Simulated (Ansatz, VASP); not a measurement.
## One calculation of P, two programs

```xyz
4
Lattice="3.7502 0.0000 0.0000 0.0000 7.6767 0.0000 0.0000 0.0000 2.6438" Properties=species:S:1:pos:R:3 pbc="T T T"
P     0.9515    4.7973    1.3219
P     0.9236    0.9590    1.3219
P     2.8266    6.7177    1.3219
P     2.7987    2.8793    1.3219
```

Alike in both runs: task relaxation of cell and atoms; functional PBE; k mesh 4 × 2 × 6; occupations gaussian, width 0.1 eV; no spin polarisation.

```csv
,VASP,Ansatz
version,VASP 6.6.1,Ansatz 0.2.0
potentials or method,"VASP PAW PBE potentials, release 64 (P)","scalar-relativistic, plane waves, PAW"
plane-wave cutoff (eV),600,420
valence electrons in the cell,20,20
```

Ansatz gave:

- gap on the k mesh at the Fermi level, each at its own relaxed structure (eV): none
- relaxed volume (Å³/atom): 14.82
- relaxed cell length with the largest relative difference (Å): 7.093
- energy change over the relaxation (meV/atom): -280

Question: What did VASP give for the same quantities?

Answer: gap on the k mesh at the Fermi level, each at its own relaxed structure (eV): none; relaxed volume (Å³/atom): 14.81; relaxed cell length with the largest relative difference (Å): 7.086; energy change over the relaxation (meV/atom): -284.

A gap of «none» marks a metal or a gap that the smearing closes.

Caveats: the k mesh is coarse (spacing up to 0.42 Å⁻¹), so the values aren't converged; the volume moved by over 15 % at a fixed basis, so the end points are rough (VASP).
